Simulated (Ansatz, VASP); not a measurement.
**CoO: VASP beside Ansatz**

```xyz
2
Lattice="-1.5080 1.5080 2.1072 1.5080 -1.5080 2.1072 1.5080 1.5080 -2.1072" Properties=species:S:1:pos:R:3 pbc="T T T"
Co    0.0000    0.0000    0.0000
O     0.0000    0.0000    2.1072
```

Alike in both runs: task single point; functional PBEsol; k mesh 8 × 8 × 8; occupations gaussian, width 0.1 eV; collinear spin.

|  | VASP | Ansatz |
| --- | --- | --- |
| version | VASP 6.6.1 | Ansatz 0.2.0 |
| potentials or method | VASP PAW PBE potentials, release 64 (Co, O) | scalar-relativistic, plane waves, PAW |
| plane-wave cutoff (eV) | 520 | 420 |
| valence electrons in the cell | 15 | 23 |

```csv
,VASP,Ansatz,Ansatz less VASP
gap on the k mesh at the Fermi level (eV),none,none,-
pressure (GPa),-10.2,-9.6,+0.59
largest component of the traceless stress (GPa),0.06,0.04,-0.014
net moment per atom (μB),1.44,1.46,+0.013
size of the moment on the site where the two differ most (μB),2.53,2.46,-0.068
```

Site moments also hang on the region over which each program counts them. A gap of «none» marks a metal or a gap that the smearing closes. With one functional, cell and mesh, what is left measures potentials, basis and numerics. The two sets of potentials don't hold the same shells in valence.

Caveats: the k mesh is coarse (spacing up to 0.37 Å⁻¹), so the values aren't converged; the PAW data sets were made with another functional, which shifts forces and pressure a little (VASP); a cell with one magnetic atom can't hold antiferromagnetic order, which such compounds often take; semilocal functionals often make such compounds metallic where correlation or magnetic order opens a gap, which also shifts bond lengths.
